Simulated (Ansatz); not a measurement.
Crystal: TiAl.

```
Ti Al
1.0
     2.86726    0.00000    0.00000
    -1.43363    2.48312    0.00000
     0.00000    0.00000    4.67808
Ti Al
1 1
Direct
  0.00000 0.00000 0.00000
  0.33333 0.66667 0.50000
```

The cell comes from a database or a generator and needn't be the stable form of this composition.

Base run:

```yaml
Program: Ansatz 0.2.0
Functional: PBE
Potentials_or_basis: all-electron LAPW, scalar-relativistic
Cutoff: 225 eV (chosen from the basis error)
Basis_error_allowed: 0.001 eV/atom
k_mesh: 11 × 11 × 6
Occupations: fermi-dirac, width 0.05 eV
Spin: no spin polarisation
```

Its results: pressure 0.2 GPa.

**Question.** The run is repeated on the same cell with these changes: functional from PBE to PBEsol. What comes out?

**Answer.** Pressure -2.9 GPa.

PBEsol binds more tightly than PBE, so the same cell stands under less pressure.
